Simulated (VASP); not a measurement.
# MgAl2C2 (P-3m1): formation energy of the defect C_i (12-fold void), part 8 of 9

Wanted: what the defect C_i (12-fold void) costs in MgAl2C2 (P-3m1) and how the lattice relaxes round it. The start is a computed cell from the Materials Project.

VASP 6.6.1, plane waves and PAW; the level of theory is named at each step.

So far. Step 5 (Reference C): The run ended after 3 ionic steps, 0.007 eV below its first step, once forces and stress met EDIFFG = -0.02. Step 5 (Reference C): Energy at zero smearing: -19.26447 eV.

## (10) Relaxing the defect, charge 1, spin collinear

Level of this step: PBEsol, spin-polarised, with small moments to start from; plane waves and PAW (Mg, Al, C) (VASP).

This cell carries charge +1, set by NELECT and balanced by a uniform background.

INCAR

```
SYSTEM = Mg18Al36C37
PREC = Normal
ENCUT = 400
EDIFF = 1E-05
NELM = 120
ISMEAR = 0
SIGMA = 0.05
LREAL = Auto
ALGO = Fast
GGA = PS
NELECT = 291
ISPIN = 2
MAGMOM = 0 0 0 0 0 0 0 0 0 0 0 0 0 0 0 0 0 0 0 0 0 0 0 0 0 0 0 0 0 0 0 0 0 0 0.6 0 0 0 0 0 0 0 0 0 0 0 0 0.6 0 0 0.6 0 0 0 0 0 0 0 0 0 0 0 0 0 0 0 0 0 0 0 0 0 0 0 0 0 0 0 0 0 0 0 0 0 0 0 0 0 0 0 0.6
LORBIT = 11
LWAVE = True
LCHARG = .FALSE.
IBRION = 2
NSW = 50
ISIF = 2
EDIFFG = -0.03
POTIM = 0.4
MAXMIX = 40
ISYM = 0
```

POSCAR

```
Mg18Al36C37
1.0
   10.1295331515      0.0000000000      0.0000000000
   -5.0647665759      8.7724329060      0.0000000000
    0.0000000000      0.0000000000     11.5386279424
Mg Al C
18 36 37
Direct
    0.0000000000      0.0000000000      0.0000000000
    0.0000000000      0.0000000000      0.5000000000
[... 2 atom lines left out ...]
    0.0000000000      0.6666666700      0.0000000000
    0.0000000000      0.6666666700      0.5000000000
[... 2 atom lines left out ...]
    0.3333333300      0.3333333300      0.0000000000
    0.3333333300      0.3333333300      0.5000000000
    0.3333333300      0.6666666700      0.0000000000
    0.3333333300      0.6666666700      0.5000000000
    0.6666666700      0.0000000000      0.0000000000
    0.6666666700      0.0000000000      0.5000000000
    0.6666666700      0.3333333300      0.0000000000
    0.6666666700      0.3333333300      0.5000000000
    0.6699165900      0.6654845300      0.0022218900
    0.6680505200      0.6643833100      0.5004244300
[... 4 atom lines left out ...]
    0.2222222200      0.4444444400      0.1751338600
[... 4 atom lines left out ...]
    0.1111111100      0.8888888900      0.3248661400
[... 3 atom lines left out ...]
    0.4444444400      0.2222222200      0.3248661400
[... 2 atom lines left out ...]
    0.5510990600      0.4439826200      0.1731331500
    0.4406727300      0.5564394100      0.3233879300
[... 2 atom lines left out ...]
    0.5540235600      0.7777383400      0.1712719400
    0.4444444400      0.8888888900      0.3248661400
[... 2 atom lines left out ...]
    0.8888888900      0.1111111100      0.1751338600
[... 3 atom lines left out ...]
    0.8888888900      0.4444444400      0.1751338600
    0.7767968300      0.5536363700      0.3226103700
[... 2 atom lines left out ...]
    0.8904513100      0.7837989100      0.1756518200
    0.7810108200      0.8976176800      0.3240225300
[... 7 atom lines left out ...]
    0.2222222200      0.4444444400      0.3652076800
[... 2 atom lines left out ...]
    0.1111111100      0.8888888900      0.1347923200
[... 3 atom lines left out ...]
    0.4444444400      0.2222222200      0.1347923200
[... 3 atom lines left out ...]
    0.4396111100      0.5519887000      0.1354901900
    0.5588790900      0.4489669900      0.3651715000
    0.4444444400      0.5555555600      0.6347923200
    0.5555555600      0.4444444400      0.8652076800
    0.4444444400      0.8888888900      0.1347923200
    0.5535820600      0.7769701700      0.3699304500
[... 1 atom line left out ...]
    0.5555555600      0.7777777800      0.8652076800
[... 1 atom line left out ...]
    0.8888888900      0.1111111100      0.3652076800
[... 2 atom lines left out ...]
    0.7867260100      0.5552910500      0.1295490800
    0.8888888900      0.4444444400      0.3652076800
    0.7777777800      0.5555555600      0.6347923200
[... 1 atom line left out ...]
    0.7745062000      0.8895793800      0.1346913500
    0.8904710500      0.7746259700      0.3672999100
    0.7777777800      0.8888888900      0.6347923200
    0.8888888900      0.7777777800      0.8652076800
    0.6766091300      0.6702278500      0.2479683300
```

KPOINTS

```
Automatic mesh
0
Gamma
2 2 1
0 0 0
```

Potentials, in the order of the species: Mg, Al and C (PBE family, release 64).

Run with:

```bash
$ export OMP_NUM_THREADS=8
$ mpirun -np 1 vasp_std
```

Log:

```text
[... set-up lines as in an earlier step ...]
 entering main loop
       N       E                     dE             d eps       ncg     rms          rms(c)
DAV:   1     0.701620527071E+03    0.70162E+03   -0.10343E+05  3128   0.106E+03
DAV:   2    -0.500825438808E+03   -0.12024E+04   -0.11430E+04  3808   0.200E+02
DAV:   3    -0.609443158077E+03   -0.10862E+03   -0.10739E+03  3720   0.588E+01
DAV:   4    -0.612817263404E+03   -0.33741E+01   -0.33605E+01  3712   0.110E+01
DAV:   5    -0.612934114138E+03   -0.11685E+00   -0.11672E+00  3848   0.207E+00BRMIX: very serious problems
 the old and the new charge density differ
 old charge density:   292.00000 new  290.99999
    0.409E+01
RMM:   6    -0.542496605274E+03    0.70438E+02   -0.22912E+02  3072   0.213E+01    0.140E+01
RMM:   7    -0.543490362401E+03   -0.99376E+00   -0.65865E+01  3075   0.130E+01    0.966E+00
RMM:   8    -0.542640123424E+03    0.85024E+00   -0.42590E+00  3072   0.418E+00    0.444E+00
RMM:   9    -0.542741372795E+03   -0.10125E+00   -0.27684E+00  3072   0.296E+00    0.265E+00
[...]
RMM:  15    -0.542494330353E+03    0.14882E-03   -0.64919E-04  3072   0.442E-02    0.269E-02
RMM:  16    -0.542494341291E+03   -0.10938E-04   -0.13404E-04  3029   0.220E-02    0.161E-02
RMM:  17    -0.542494344564E+03   -0.32724E-05   -0.32266E-05  2209   0.107E-02
   1 F= -.54249434E+03 E0= -.54249167E+03  d E =-.542494E+03  mag=     0.9999
[... from here on, the cycles between the ionic steps are left out ...]
   2 F= -.54283654E+03 E0= -.54283535E+03  d E =-.342200E+00  mag=     1.0000
   5 F= -.54293394E+03 E0= -.54293393E+03  d E =-.950789E-01  mag=     1.0000
   9 F= -.54304753E+03 E0= -.54304753E+03  d E =-.508572E-01  mag=     1.0000
  13 F= -.54313976E+03 E0= -.54313976E+03  d E =-.623476E-01  mag=     1.0000
  17 F= -.54319035E+03 E0= -.54319035E+03  d E =-.363084E-01  mag=     1.0000
  21 F= -.54345583E+03 E0= -.54345583E+03  d E =-.141230E+00  mag=     1.0000
  25 F= -.54379724E+03 E0= -.54379724E+03  d E =-.341410E+00  mag=     1.0000
  29 F= -.54412457E+03 E0= -.54412457E+03  d E =-.123876E+00  mag=     1.0000
  33 F= -.54424896E+03 E0= -.54424896E+03  d E =-.524526E-01  mag=     1.0000
  37 F= -.54430554E+03 E0= -.54430554E+03  d E =-.229923E-01  mag=     1.0000
  41 F= -.54433947E+03 E0= -.54433947E+03  d E =-.145181E-01  mag=     1.0000
  45 F= -.54435643E+03 E0= -.54435643E+03  d E =-.737902E-02  mag=     1.0000
  49 F= -.54436594E+03 E0= -.54436594E+03  d E =-.441182E-02  mag=     1.0000
  50 F= -.54436952E+03 E0= -.54436952E+03  d E =-.357764E-02  mag=     1.0000
 trial-energy change:   -0.003578  1 .order   -0.003532   -0.004717   -0.002346
 step:   2.4363(harm=  2.6685)  dis= 0.02249  next Energy=  -544.370504 (dE=-0.456E-02)
 writing wavefunctions
```

Elapsed: 21 min, on 1 × NVIDIA H100 80GB HBM3, 81559 MiB with 1 MPI rank of AMD EPYC 7R13 (Zen 3), shared host; peak memory 2.4 GiB.

Parts of OUTCAR (step 10):

```text
 spin component 1
 k-point     1 :       0.0000    0.0000    0.0000
  band No.  band energies     occupation
    ...
    142       6.4643      1.00000
    143       6.5120      1.00000
    144       6.5333      1.00000
    145       6.7815      1.00000
    146       7.2097      1.00000
    147       8.9707      0.00000
    148       9.1434      0.00000
    149       9.1842      0.00000
    150       9.2185      0.00000
    151       9.3347      0.00000
    ...

 k-point     2 :       0.5000    0.0000    0.0000
  band No.  band energies     occupation
    ...
    142       6.3888      1.00000
    143       6.6603      1.00000
    144       6.7119      1.00000
    145       6.8939      1.00000
    146       7.2467      1.00000
    147       8.6744      0.00000
    148       8.8049      0.00000
    149       9.2951      0.00000
    150       9.5166      0.00000
    151       9.5725      0.00000
    ...

  Total       -4.5092886     -7.6399679     -8.7642047     -3.2279774      4.1628246     -6.4020190
  in kB       -7.0461999    -11.9381892    -13.6949182     -5.0440272      6.5048164    -10.0037743
  external PRESSURE =     -10.8931024 kB  Pullay stress =       0.0000000 kB

 POSITION                                       TOTAL-FORCE (eV/Angst)
 -----------------------------------------------------------------------------------
      0.04154      0.13512     11.49137         0.014085      0.032624     -0.005715
      0.08170      0.07490      5.80513        -0.005821     -0.005519      0.000011
      8.47576      2.86219      0.01130        -0.004147     -0.008102     -0.004845
      8.43819      2.92816      5.75367        -0.008541      0.005715      0.010730
     -3.14439      5.63175     11.40731        -0.011941     -0.002987      0.012305
      6.75784      5.80029      5.74920        -0.008306      0.003710     -0.016744
     -1.68513      8.77119      0.01507         0.010396     -0.004985      0.019364
      3.30472      0.00056      5.75670         0.010166     -0.004913     -0.007863
      1.65877      2.94848     11.53052         0.012739     -0.017471     -0.003933
      1.73017      2.90860      5.77666         0.000202      0.002256     -0.011521
      0.05104      5.84773      0.02336        -0.008661      0.003876     -0.021509
     -0.03031      5.83705      5.75551         0.012728      0.008866     -0.013907
      6.67440      0.00417     11.53503        -0.021352      0.034379      0.000027
      6.47746      0.09271      5.88683         0.015969     -0.010102     -0.004029
[...]
-----------------------------------------------------------------------------------
    total drift:                               -0.010819     -0.023445      0.006547

  FREE ENERGIE OF THE ION-ELECTRON SYSTEM (eV)
  ---------------------------------------------------
  free  energy   TOTEN  =      -544.3695208828 eV

  energy  without entropy=     -544.3695208338  energy(sigma->0) =     -544.36952086

 magnetization (x)
# of ion       s       p       d       tot
------------------------------------------
    1        0.001   0.002   0.001   0.003
    2        0.001   0.002   0.001   0.003
    3        0.000   0.000   0.000   0.000
    4        0.000   0.000   0.000   0.000
    5        0.000   0.000   0.000   0.000
    6        0.000   0.000   0.000   0.000
    7        0.000   0.000   0.000   0.000
    8        0.000   0.000   0.000   0.000
    9       -0.000  -0.000   0.000  -0.000
   10        0.000   0.000  -0.000   0.000
   11        0.000   0.000   0.000   0.000
   12        0.000   0.001   0.000   0.001
   13       -0.000  -0.000   0.000  -0.000
[...]
--------------------------------------------------
tot          0.042   0.452   0.004   0.498

[... 6 parts as in an earlier step ...]

[... 11 further parts left out ...]
[key lines of the parts left out:]
E-fermi :   7.4437
```

Step by step (22 of 50):

```csv
step,energy less that of the first step (eV),largest force (eV/Å)
1,0.0000,1.4463
3,-0.3445,0.6243
6,-0.4868,0.2777
8,-0.5440,0.2615
10,-0.5779,0.3261
13,-0.6454,0.6808
15,-0.6597,0.7934
17,-0.6960,0.8592
20,-0.8783,1.1127
22,-1.0526,0.9338
24,-1.2296,1.5030
27,-1.5063,0.8305
29,-1.6302,0.6182
31,-1.7022,0.4133
34,-1.7855,0.2000
36,-1.8098,0.1429
38,-1.8279,0.1188
41,-1.8451,0.1626
43,-1.8547,0.2310
45,-1.8621,0.1422
48,-1.8710,0.0815
50,-1.8752,0.0995
```

The atoms that moved most (Å):

```csv
atom,dx,dy,dz,length
C91,0.483,0.783,0.069,0.922
Al51,0.212,-0.179,-0.534,0.601
Al52,-0.193,0.059,0.452,0.495
Mg5,0.232,-0.217,-0.131,0.344
Mg14,-0.276,0.093,0.118,0.314
C87,0.188,-0.110,0.196,0.293
C88,-0.174,0.128,-0.055,0.223
Mg17,-0.155,-0.085,-0.110,0.208
```

The run used up its steps with a largest force of 0.10 eV/Å at its last finished step, so it is continued.

## (11) Going on with the relaxation

This cell carries charge +1, set by NELECT and balanced by a uniform background.

INCAR: that of step 10 with these lines changed.

```diff
@@ -16,3 +16,3 @@
 LCHARG = .FALSE.
-IBRION = 2
+IBRION = 1
 NSW = 50
@@ -20,3 +20,3 @@
 EDIFFG = -0.03
-POTIM = 0.4
+POTIM = 0.3
 MAXMIX = 40
```

POSCAR

```
Mg18Al36C37
1.0
   10.1295331515      0.0000000000      0.0000000000
   -5.0647665759      8.7724329060      0.0000000000
    0.0000000000      0.0000000000     11.5386279424
Mg Al C
18 36 37
Direct
    0.0118016784      0.0154024985      0.9959044776
    0.0123343459      0.0085380886      0.5031041007
[... 2 atom lines left out ...]
    0.0105735553      0.6419826289      0.9886194032
    0.9977397696      0.6611952260      0.4982569342
[... 2 atom lines left out ...]
    0.3318092646      0.3361072654      0.9992972413
    0.3365847999      0.3315613898      0.5006364486
    0.3383399865      0.6666025303      0.0020241931
    0.3297011802      0.6653860912      0.4988039053
    0.6591433050      0.0004757072      0.9996883278
    0.6447469343      0.0105681857      0.5101846301
    0.6652115598      0.3288326802      0.0002365254
    0.6670843405      0.3398544326      0.4970217801
    0.6497579632      0.6557392584      0.9927279320
    0.6592272737      0.6540566306      0.5064384929
[... 4 atom lines left out ...]
    0.2238430050      0.4456503974      0.1758551426
[... 4 atom lines left out ...]
    0.1047615683      0.8905989353      0.3184228152
[... 3 atom lines left out ...]
    0.4456761982      0.2238126014      0.3239842471
[... 2 atom lines left out ...]
    0.5576345431      0.4465833225      0.1725656874
    0.4472796780      0.5567335781      0.3269936723
[... 2 atom lines left out ...]
    0.5608479413      0.7756448506      0.1836627990
    0.4383884482      0.8888574423      0.3263295679
[... 2 atom lines left out ...]
    0.8906837829      0.1055694109      0.1820473033
[... 3 atom lines left out ...]
    0.8884015806      0.4384419810      0.1733438725
    0.7754104703      0.5649282781      0.3150822383
[... 2 atom lines left out ...]
    0.9011731424      0.7633979430      0.1294006802
    0.7653140129      0.9043374000      0.3631964887
[... 7 atom lines left out ...]
    0.2230520060      0.4475333589      0.3647880078
[... 2 atom lines left out ...]
    0.1194782441      0.8933188012      0.1316400040
[... 3 atom lines left out ...]
    0.4468399812      0.2223784229      0.1349003834
[... 3 atom lines left out ...]
    0.4449571071      0.5560052229      0.1339375975
    0.5561602105      0.4439995327      0.3663818347
    0.4446066845      0.5546356230      0.6345854939
    0.5539886646      0.4443496215      0.8649034598
    0.4470540418      0.8861828511      0.1369146066
    0.5430990341      0.7786602023      0.3767937631
[... 1 atom line left out ...]
    0.5536525451      0.7764675395      0.8662522947
[... 1 atom line left out ...]
    0.8941536478      0.1221831565      0.3696464609
[... 2 atom lines left out ...]
    0.7780500075      0.5407215696      0.1186770389
    0.8855450130      0.4487331096      0.3613849010
    0.7765592977      0.5540349800      0.6345204870
[... 1 atom line left out ...]
    0.7867603658      0.8770003376      0.1517114908
    0.8805482422      0.7891761381      0.3625600940
    0.7756595296      0.8866175502      0.6341807197
    0.8867105555      0.7758081865      0.8680744178
    0.7688912997      0.7594410559      0.2539858669
```

KPOINTS is that of step 10.

Log:

```text
[... set-up lines as in an earlier step ...]
 entering main loop
       N       E                     dE             d eps       ncg     rms          rms(c)
DAV:   1     0.704352107313E+03    0.70435E+03   -0.10339E+05  3128   0.106E+03
DAV:   2    -0.504441318612E+03   -0.12088E+04   -0.11493E+04  3816   0.201E+02
DAV:   3    -0.612902643476E+03   -0.10846E+03   -0.10733E+03  3680   0.590E+01
DAV:   4    -0.616294219045E+03   -0.33916E+01   -0.33773E+01  3720   0.110E+01
DAV:   5    -0.616410971000E+03   -0.11675E+00   -0.11661E+00  3848   0.208E+00BRMIX: very serious problems
 the old and the new charge density differ
 old charge density:   292.00000 new  290.99999
    0.413E+01
RMM:   6    -0.544142214397E+03    0.72269E+02   -0.23315E+02  3072   0.216E+01    0.141E+01
RMM:   7    -0.545407954427E+03   -0.12657E+01   -0.66409E+01  3072   0.131E+01    0.980E+00
RMM:   8    -0.544681659880E+03    0.72629E+00   -0.82276E+00  3072   0.541E+00    0.290E+00
RMM:   9    -0.544426970753E+03    0.25469E+00   -0.75519E-01  3095   0.181E+00    0.188E+00
[...]
RMM:  16    -0.544369520492E+03    0.28284E-05   -0.96219E-05  2883   0.168E-02
   1 F= -.54436952E+03 E0= -.54436952E+03  d E =-.544370E+03  mag=     0.9999
[... from here on, the cycles between the ionic steps are left out ...]
   2 F= -.54437092E+03 E0= -.54437092E+03  d E =-.139882E-02  mag=     1.0000
   3 F= -.54437241E+03 E0= -.54437241E+03  d E =-.149311E-02  mag=     1.0000
   4 F= -.54437397E+03 E0= -.54437397E+03  d E =-.155866E-02  mag=     1.0000
   5 F= -.54437456E+03 E0= -.54437456E+03  d E =-.584350E-03  mag=     1.0000
   6 F= -.54437571E+03 E0= -.54437571E+03  d E =-.115316E-02  mag=     1.0000
   7 F= -.54437200E+03 E0= -.54437200E+03  d E =0.370647E-02  mag=     1.0000
   8 F= -.54436889E+03 E0= -.54436889E+03  d E =0.310729E-02  mag=     1.0000
   9 F= -.54436221E+03 E0= -.54436221E+03  d E =0.668908E-02  mag=     1.0000
  10 F= -.54435838E+03 E0= -.54435838E+03  d E =0.382581E-02  mag=     1.0000
  11 F= -.54435655E+03 E0= -.54435655E+03  d E =0.182656E-02  mag=     1.0000
  12 F= -.54435559E+03 E0= -.54435559E+03  d E =0.960634E-03  mag=     1.0000
  13 F= -.54435550E+03 E0= -.54435550E+03  d E =0.939249E-04  mag=     1.0000
 BRION: g(F)=  0.123E-03 g(S)=  0.000E+00 retain N=  1 mean eig= 5.86
 eig:   5.855
 reached required accuracy - stopping structural energy minimisation
 writing wavefunctions
```

It took 4.4 min on 1 × NVIDIA H100 80GB HBM3, 81559 MiB with 1 MPI rank; peak memory 2.4 GiB.

From OUTCAR (step 11):

```text
  Total       -4.2958579     -7.8844890     -8.9482539     -3.1424509      3.8516289     -6.6068249
  in kB       -6.7126938    -12.3202771    -13.9825128     -4.9103837      6.0185429    -10.3238033
  external PRESSURE =     -11.0051612 kB  Pullay stress =       0.0000000 kB

 POSITION                                       TOTAL-FORCE (eV/Angst)
 -----------------------------------------------------------------------------------
      0.03172      0.12587     11.49490         0.004415      0.002115     -0.000790
      0.09126      0.08905      5.81026         0.000304      0.000944      0.000011
      8.47520      2.86303      0.01221         0.001161     -0.001649      0.000499
      8.43887      2.92856      5.75253        -0.007675      0.001061      0.001101
     -3.14989      5.64125     11.41371        -0.006354      0.002653      0.004828
      6.77307      5.79265      5.75613         0.011916     -0.004120      0.002140
     -1.68322      8.77178      0.01521         0.004002     -0.004929      0.000363
      3.30701     -0.00104      5.75629        -0.000518      0.000881     -0.003235
      1.65614      2.95202     11.53080         0.006090     -0.006526     -0.001186
      1.72781      2.90750      5.77575        -0.004734      0.005890     -0.000394
      0.06041      5.85071      0.02913        -0.007869     -0.003831     -0.010533
     -0.03445      5.83735      5.75774         0.007959      0.000833     -0.000262
      6.68986     -0.00955     11.54839        -0.003240      0.010749     -0.001844
      6.46459      0.09391      5.89120         0.002151     -0.007249     -0.000542
[...]
-----------------------------------------------------------------------------------
    total drift:                               -0.023606     -0.049989      0.005142

  FREE ENERGIE OF THE ION-ELECTRON SYSTEM (eV)
  ---------------------------------------------------
  free  energy   TOTEN  =      -544.3554988225 eV

  energy  without entropy=     -544.3554987672  energy(sigma->0) =     -544.35549879

 magnetization (x)
# of ion       s       p       d       tot
------------------------------------------
    1        0.001   0.002   0.001   0.003
    2        0.001   0.002   0.001   0.003
    3        0.000   0.000   0.000   0.000
    4        0.000   0.000   0.000   0.000
    5        0.000   0.000   0.000   0.001
    6        0.000   0.000   0.000   0.000
    7        0.000   0.000   0.000   0.000
    8        0.000   0.000   0.000   0.000
    9       -0.000  -0.000  -0.000  -0.000
   10       -0.000  -0.000  -0.000  -0.000
   11        0.000   0.000   0.000   0.000
   12        0.001   0.001   0.000   0.002
   13        0.000  -0.000   0.000   0.000
[...]
--------------------------------------------------
tot          0.042   0.455   0.004   0.500

[... 3 parts as in an earlier step ...]

[... 1 further part left out ...]
[key lines of the parts left out:]
E-fermi :   7.4504
```

Relaxation path:

| step | energy less that of the first step (eV) | largest force (eV/Å) |
| --- | --- | --- |
| 1 | 0.0000 | 0.0992 |
| 2 | -0.0014 | 0.0929 |
| 3 | -0.0029 | 0.0857 |
| 4 | -0.0045 | 0.0832 |
| 5 | -0.0050 | 0.0829 |
| 6 | -0.0062 | 0.0844 |
| 7 | -0.0025 | 0.0823 |
| 8 | 0.0006 | 0.0777 |
| 9 | 0.0073 | 0.0661 |
| 10 | 0.0111 | 0.0498 |
| 11 | 0.0130 | 0.0440 |
| 12 | 0.0139 | 0.0354 |
| 13 | 0.0140 | 0.0207 |

The atoms that moved most (Å):

| atom | dx | dy | dz | length |
| --- | --- | --- | --- | --- |
| C91 | -0.074 | 0.027 | -0.045 | 0.091 |
| C87 | 0.001 | 0.012 | -0.082 | 0.082 |
| C88 | -0.012 | -0.012 | -0.076 | 0.078 |
| Al52 | -0.001 | -0.013 | 0.041 | 0.043 |
| Al51 | 0.011 | 0.009 | 0.036 | 0.038 |
| C83 | -0.002 | 0.010 | 0.025 | 0.027 |
| Mg13 | 0.015 | -0.014 | 0.013 | 0.025 |
| Al39 | 0.023 | -0.003 | 0.009 | 0.025 |

The run ended after 13 ionic steps, 0.014 eV above its first step, once the forces on the free atoms met EDIFFG = -0.03.

After the relaxation C lies 0.97 Å from the centre of its site, and its nearest atoms are 2 C at 1.62 Å.

(Continued in part 9 of 9.)

[Lines on the potential files, build, host, timing and source positions are cut from VASP's logs without a mark.]

[Logs are printed without paths, hosts, clocks, repeated set-up lines and the standing remarks that a program may print on its own settings, such as how far it seeks lower states.]

[Hosts, paths, dates, database ids (printed as entryN), source tags and the programs' standing remarks are cut or masked in the printed files.]

[In band tables of VASP the shares of atoms and orbitals are scaled to a sum of 1 inside the atoms' spheres.]

[Runs that stopped without an error message from VASP are left out.]
